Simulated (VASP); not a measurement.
Wanted: the native input for a VASP 6.6.1 run.

* Task: band structure
* Functional: revPBE
* Potentials or basis: VASP PAW PBE potentials, release 64 (Ru_pv, Al)
* Cutoff: 520 eV
* k mesh: 9 × 9 × 9
* Occupations: fermi-dirac, width 0.05 eV
* Spin: no spin polarisation
* Further INCAR settings: ALGO = Normal; EDIFF = 1e-07

The structure of AlRu lies in POSCAR:

```
AlRu
1.0
    2.9916000000      0.0000000000      0.0000000000
    0.0000000000      2.9916000000      0.0000000000
    0.0000000000      0.0000000000      2.9916000000
Ru Al
1 1
Direct
    0.5000000000      0.5000000000      0.5000000000
    0.0000000000      0.0000000000      0.0000000000
```

The input as run:

INCAR

```
PREC = Accurate ; ENCUT = 520
EDIFF = 1E-7 ; ISMEAR = -1
SIGMA = 0.05 ; LREAL = False
LASPH = True ; NELM = 80
ALGO = Normal ; ISIF = 2
LWAVE = False ; LCHARG = False
LMAXMIX = 4 ; GGA = RE
```

KPOINTS

```
Automatic mesh
0
Gamma
  9 9 9
```

KPOINTS_OPT

```
path GXMGRX,MR
20
line-mode
reciprocal
 0.0000000000  0.0000000000  0.0000000000  G
 0.0000000000  0.5000000000  0.0000000000  X

 0.0000000000  0.5000000000  0.0000000000  X
 0.5000000000  0.5000000000  0.0000000000  M

 0.5000000000  0.5000000000  0.0000000000  M
 0.0000000000  0.0000000000  0.0000000000  G

 0.0000000000  0.0000000000  0.0000000000  G
 0.5000000000  0.5000000000  0.5000000000  R

 0.5000000000  0.5000000000  0.5000000000  R
 0.0000000000  0.5000000000  0.0000000000  X

 0.5000000000  0.5000000000  0.0000000000  M
 0.5000000000  0.5000000000  0.5000000000  R
```

Potentials or basis: VASP PAW PBE potentials, release 64 (Ru_pv, Al).

Run with:

```sh
$ cat potpaw_PBE.64/Ru_pv/POTCAR potpaw_PBE.64/Al/POTCAR > POTCAR
$ mpirun -np 1 vasp_std > vasp.out
```

Results of the run:

| Property | Result |
| --- | --- |
| Pressure | 5.0 GPa |
| Band gap along the path | none (metal or under the smearing width) |

Caveat: the PAW data sets were made with another functional, which shifts forces and pressure a little.

Wall time 38 s on 1 thread of Intel(R) Xeon(R) Platinum 8375C CPU @ 2.90GHz (Ice Lake), with other jobs on the host, peak memory 0.14 GiB.
